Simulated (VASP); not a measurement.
Runs of VASP 6.6.1 on Si. Symmetry: Fd-3m, No. 227, cubic system. The conventional cell has a = 5.444 Å, b = 5.444 Å, c = 5.444 Å, α = 90.00°, β = 90.00°, γ = 90.00°. Around Si (site symmetry -43m) lie 4 Si at 2.36 Å. 

```tsv
share of exact exchange	gap on the mesh (eV)	pressure (GPa)
0.5	(b)	-1.7
0.25	1.36	(a)
0.05	0.83	1.5
0.2	1.22	0.4
0.1	0.96	1.1
```

Alike in all rows: task single point; level HSE(alpha, omega); potentials or basis VASP PAW PBE potentials, release 64 (Si); no spin polarisation; cell as given; k mesh 4 × 4 × 4; cutoff (eV) 520; smearing fermi-dirac 0.05 eV; the mesh is coarse, so values aren't converged.

**Question.** Estimate the missing entries.

**Answer.** (a) 0.0; (b) 2.07.

Caveats: all runs use coarse meshes; the PAW data sets were made with another functional, which shifts forces and pressure a little.

A k mesh can miss the band edges.
